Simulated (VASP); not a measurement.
NaCl: elastic constants with optB88-vdW

Crystal: NaCl.

```
Na Cl
1.0
     0.00000    2.81000    2.81000
     2.81000    0.00000    2.81000
     2.81000    2.81000    0.00000
Na Cl
1 1
Direct
  0.00000 0.00000 0.00000
  0.50000 0.50000 0.50000
```

The cell was built by a generator and needn't be a form met in nature.

| Quantity | Value |
| --- | --- |
| Program | VASP 6.6.1 |
| Task | elastic constants |
| Functional | optB88-vdW |
| Potentials or basis | VASP PAW PBE potentials, release 64 (Na_pv, Cl) |
| Cutoff | 600 eV |
| k mesh | 10 × 10 × 10 |
| Occupations | gaussian, width 0.05 eV |
| Spin | no spin polarisation |
| Ions in elastic constants | relaxed |
| Further INCAR settings | ALGO = Normal; EDIFF = 1e-08; IBRION = 6; POTIM = 0.015; NSW = 1; ISIF = 3 |

* Relaxed volume: 22.03 Å³/atom
* Relaxed cell: a = 3.965 Å, b = 3.965 Å, c = 3.965 Å, α = 60.00°, β = 60.00°, γ = 60.00°
* Space group after relaxing (to 0.05 Å): Fm-3m (No. 225)
* Elastic constants C11, C12, C44: 61, 11, 13 GPa
* Voigt bulk modulus: 28 GPa
* Highest phonon frequency at Γ, LO-TO splitting left out: 175 cm⁻¹

Step by step:
```tsv
step	energy change (eV)	largest force (eV/Å)	pressure (GPa)	volume (Å³)
1	0.0000	0.0000	-0.20	44.38
2	-0.0002	0.0000	-0.08	44.20
3	-0.0002	0.0000	-0.02	44.10
4	-0.0002	0.0000	0.00	44.06
```

Final structure:
```
CELL_PARAMETERS angstrom
0.00000 2.80335 2.80335
2.80335 0.00000 2.80335
2.80335 2.80335 0.00000
ATOMIC_POSITIONS crystal
Na 0.00000 0.00000 0.00000
Cl 0.50000 0.50000 0.50000
```

Phonon frequencies in cm⁻¹ (negative: imaginary):
| q point | frequencies |
| --- | --- |
| (0.000, 0.000, 0.000) | -1 -1 -1 175 175 175 |

Elastic tensor in Voigt notation (GPa, in the Cartesian axes of the cell as first typed):
```
61 11 11  0  0  0
11 61 11  0  0  0
11 11 61  0  0  0
 0  0  0 13  0  0
 0  0  0  0 13  0
 0  0  0  0  0 13
```

Clamped-ion elastic tensor (GPa):
```
61 11 11  0  0  0
11 61 11  0  0  0
11 11 61  0  0  0
 0  0  0 13  0  0
 0  0  0  0 13  0
 0  0  0  0  0 13
```

It took 11 min on 2 MPI ranks on Intel(R) Xeon(R) 6975P-C (Granite Rapids) (shared host), peak memory 0.51 GiB a rank.

Caveat: the PAW data sets were made with another functional, which shifts forces and pressure a little.
